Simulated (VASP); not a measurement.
Runs of VASP 6.6.1 on AlN. The structure is hexagonal, space group P6_3mc (No. 186). The conventional cell has a = 3.129 Å, b = 3.129 Å, c = 5.017 Å, α = 90.00°, β = 90.00°, γ = 120.00°. Around Al (site symmetry 3m) lie 4 N at 1.90 to 1.91 Å. Around N (site symmetry 3m) lie 4 Al at 1.90 to 1.91 Å. The cell is a database's computed one.

```tsv
task	level	potentials or basis	cell	k mesh	cutoff (eV)	mesh quality	gap on the mesh (eV)	pressure (GPa)	relaxed volume (Å³/atom)
relaxation of cell and atoms	PBEsol	VASP PAW PBE potentials, release 64 (Al, N_s)	relaxed	9 × 9 × 6	480	not flagged	4.12	0.0	10.46
single point	PBEsol	VASP PAW PBE potentials, release 64 (Al, N)	as given	9 × 9 × 6	520	not flagged	3.98	-3.2	-
relaxation of cell and atoms	RPBE	VASP PAW PBE potentials, release 64 (Al, N)	relaxed	9 × 9 × 6	600	not flagged	3.97	0.0	(b)
relaxation of cell and atoms	PBEsol	VASP PAW PBE potentials, release 64 (Al, N)	relaxed	3 × 3 × 2	600	coarse	4.03	0.0	10.45
relaxation of cell and atoms	PBE+D3(BJ)	VASP PAW PBE potentials, release 64 (Al, N)	relaxed	9 × 9 × 6	600	not flagged	4.24	0.0	(c)
relaxation of cell and atoms	PBEsol	VASP PAW PBE potentials, release 64 (Al, N)	relaxed	9 × 9 × 6	580	not flagged	4.12	0.0	10.45
relaxation of cell and atoms	PBEsol	VASP PAW PBE potentials, release 64 (Al, N)	relaxed	9 × 9 × 6	600	not flagged	4.12	0.0	10.45
relaxation of cell and atoms	LDA	VASP PAW LDA potentials, release 64 (Al, N)	relaxed	9 × 9 × 6	600	not flagged	4.40	0.0	(a)
```

Alike in all rows: no spin polarisation; smearing gaussian 0.02 eV.

Task: Estimate the missing entries.

Result: (a) 10.24; (b) 10.80; (c) 10.40.

Caveats: some runs use coarse meshes; the PAW data sets were made with another functional, which shifts forces and pressure a little (some runs); an odd mesh through Γ misses points on the zone boundary, where band edges often lie (some runs).
